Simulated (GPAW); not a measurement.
Runs of GPAW 26.7.0 on BN. It takes space group P6_3/mmc (No. 194, hexagonal). The conventional cell has a = 2.447 Å, b = 2.447 Å, c = 6.500 Å, α = 90.00°, β = 90.00°, γ = 120.00°. Around N (site symmetry -6m2) lie 3 B at 1.41 Å. B (site symmetry -6m2) has 3 N at 1.41 Å as nearest neighbours. 

| task | cell | smearing | response ecut | maxiter | response k mesh | response bands | kernels | gap on the mesh (eV) |
| --- | --- | --- | --- | --- | --- | --- | --- | --- |
| dielectric tensor | P6_3/mmc, 8.43 Å³/atom | fermi-dirac 0.001 eV | 80 eV | 150 | 19 × 19 × 7 | 48 | ["RPA"] | 4.31 |
| dielectric tensor | P6_3/mmc, 8.97 Å³/atom | fermi-dirac 0.001 eV | 80 eV | 150 | 19 × 19 × 7 | 48 | ["RPA"] | 4.24 |
| dielectric tensor | P6_3/mmc, 8.79 Å³/atom | fermi-dirac 0.001 eV | 80 eV | 150 | 19 × 19 × 7 | 48 | ["RPA"] | 4.26 |
| dielectric tensor | P6_3/mmc, 9.33 Å³/atom | fermi-dirac 0.001 eV | 80 eV | 150 | 19 × 19 × 7 | 48 | ["RPA"] | (a) |
| single point | P6_3/mmc, 8.97 Å³/atom | fermi-dirac 0.05 eV | - | 120 | - | - | - | 4.24 |
| dielectric tensor | P6_3/mmc, 8.61 Å³/atom | fermi-dirac 0.001 eV | 80 eV | 150 | 19 × 19 × 7 | 48 | ["RPA"] | (b) |
| dielectric tensor | P6_3/mmc, 9.15 Å³/atom | fermi-dirac 0.001 eV | 80 eV | 150 | 19 × 19 × 7 | 48 | ["RPA"] | 4.22 |
| dielectric tensor | P6_3/mmc, 9.5 Å³/atom | fermi-dirac 0.001 eV | 80 eV | 150 | 19 × 19 × 7 | 48 | ["RPA"] | 4.18 |

Alike in all rows: level PBE; potentials or basis GPAW PAW data sets (gpaw-data 1.2.1), pw; no spin polarisation; k mesh 10 × 10 × 4; cutoff (eV) 650.

Question: Estimate the missing entries.

Answer: (a) 4.20; (b) 4.29.

Caveats: this functional lacks dispersion, which binds the layers, so the pressure and a relaxed spacing across them are unreliable; the long-wavelength limit can be off by a per cent or two (some runs); an odd mesh through Γ misses points on the zone boundary, where band edges often lie (some runs); the cutoff is short for stress and forces, so pressures can be off by a GPa or more (some runs).
